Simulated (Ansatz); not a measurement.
# NbP

```
Nb P
1.0
    -1.66250    1.66250    5.69000
     1.66250   -1.66250    5.69000
     1.66250    1.66250   -5.69000
Nb P
2 2
Direct
  0.00000 0.00000 0.00000
  0.75000 0.25000 0.50000
  0.50000 0.50000 0.00000
  0.25000 0.75000 0.50000
```

Atoms are numbered in the order listed.

The conventional cell has a = 3.325 Å, b = 3.325 Å, c = 11.380 Å, α = 90.00°, β = 90.00°, γ = 90.00°. Around Nb (atom 1) lie 4 P at 2.35 Å. P (atom 3) is surrounded by 4 Nb at 2.35 Å.

The cell comes from COD entry 9008973, which wasn't checked; take it as a given geometry.

All numbers are computed: DFT, PBE, all-electron LAPW, scalar-relativistic (Ansatz 0.2.0); DFT, PBE, PAW with Ansatz's default frozen-core files, scalar-relativistic (Ansatz 0.2.0).

For LAPW: a Γ-centred 17×17×17 k mesh, Fermi–Dirac smearing of 0.05 eV, basis error target 1 meV/atom, no spin polarisation. PAW takes a cutoff of 420 eV at this cell. The Ansatz runs share mesh, smearing and spin set-up. Values come from LAPW unless marked.

- Pressure at this cell: 19.13 GPa
- Band gap: none: bands cross the Fermi level, a metal
- Stress xx, yy, zz (compression positive): 34.19, 34.19, -10.99 GPa
- Density of states at the Fermi level (0.2 eV bin): 2.13 states/eV per cell
- Löwdin charges (with 0.30 e of the cell spilling out of the atomic basis, so their sizes and signs hang on that basis): Nb1 -0.01, P3 0.16 e
- Bader charges (from the PAW run): Nb1 +1.01, P3 -1.01 e
- Volume per atom: 15.73 Å³
